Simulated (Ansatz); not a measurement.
Here is an Ansatz 0.2.0 calculation.

The input input.yaml:

```yaml
crystal:
  lattice:
    - [2.98611099, 0.0, 0.0]
    - [0.0, 2.98611099, 0.0]
    - [0.0, 0.0, 2.98611099]
  atoms:
    - { symbol: Co, position: [0.5, 0.5, 0.5], spin: 2.0 }
    - { symbol: Ti, position: [0.0, 0.0, 0.0], spin: 1.0 }
hamiltonian:
  xc: pbe
  pseudopotentials: { kind: paw }
magnetization:
  spin_polarized: true
kpoints:
  mp_grid: { grid: [7, 7, 7] }
scf:
  occupations: { method: fermi_dirac, width: 0.05 }
output:
  forces: true
  stress: true
elastic:
  mode: relaxed_ion
  stencil: two_point
```

Potentials or basis: Ansatz PAW.

Command:

```bash
$ ansatz run input.yaml --threads 2 --pin off --max-ram 5632MiB --backend cpu --events-out ev --progress --plain --runs-dir out
```

Task: Estimate the elastic constants C11, C12, C44.

Result: 295, 105, 64 GPa.

Task: What does it give for the Voigt bulk modulus?

Result: 168 GPa.

Task: Estimate the net moment.

Result: 0.83 μB per cell.

Task: Predict the band gap on the k mesh.

Result: None (metal or under the smearing width).

Task: Predict the pressure.

Result: -0.3 GPa.

Elastic tensor in Voigt notation (GPa, in the Cartesian axes of the cell as first typed):
```
295 105 105   0   0   0
105 295 105   0   0   0
105 105 295   0   0   0
  0   0   0  64   0   0
  0   0   0   0  64   0
  0   0   0   0   0  64
```

Caveat: elastic constants of metals need much finer meshes, so these are rough.
